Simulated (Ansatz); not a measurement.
**Structure types of Ni compared at 1300 GPa**

Structure types of Ni are relaxed in primitive cells with their symmetry kept at 1300 GPa, first on PAW files, then by LAPW. The enthalpy is E + pV at zero temperature, without zero-point motion. Only the types listed were tried, and differences under about 5 meV/atom are mesh noise.

All numbers are PBE results (scalar-relativistic) from Ansatz 0.2.0, with Fermi–Dirac smearing of 0.1 eV, spin-polarised from start moments Ni 1 μB. Methods: LAPW: all electrons, basis error target 0.5 meV/atom; PAW: frozen-core files, cutoff 420 eV.

k meshes: fcc 25×25×25, bcc 25×25×25, hcp 23×23×13, diamond 18×18×18, sc 22×22×22, omega 12×12×17.

The start moments died away, and the runs ended non-magnetic.

**Question.** Order the types by LAPW enthalpy, lowest first.
A. hcp
B. bcc
C. omega
D. fcc
E. diamond
F. sc

**Answer.** D (0 meV/atom), A (78 meV/atom), B (118 meV/atom), C (505 meV/atom), F (4079 meV/atom), E (13142 meV/atom).

```
start type         ends as          a, b, c (Å)  V (Å³/atom)  H − H(lowest), LAPW (meV/atom)  same, PAW  moment (μB/atom)
       fcc      fcc, Fm-3m  2.639, 2.639, 2.639         4.59                             0.0        0.0              0.00
       bcc      bcc, Im-3m  2.094, 2.094, 2.094         4.59                           117.7      110.6              0.00
       hcp   hcp, P6_3/mmc  1.861, 1.861, 3.065         4.60                            78.3       78.4              0.00
   diamond  diamond, Fd-3m  3.524, 3.524, 3.524         5.47                         13142.4    11997.0              0.00
        sc       sc, Pm-3m  1.689, 1.689, 1.689         4.82                          4078.5     3952.7              0.00
     omega   omega, P6/mmm  2.996, 2.996, 1.783         4.62                           504.9      484.4              0.00
```

**Question.** Split the lead of fcc over hcp into energy and pV.

**Answer.** For hcp less fcc: ΔE = +63.2 meV/atom, and p·ΔV = 1300 GPa × +0.0019 Å³ × 6.242 meV/(GPa·Å³) = +15.1 meV/atom, together 78.3 meV/atom. fcc wins on both counts.
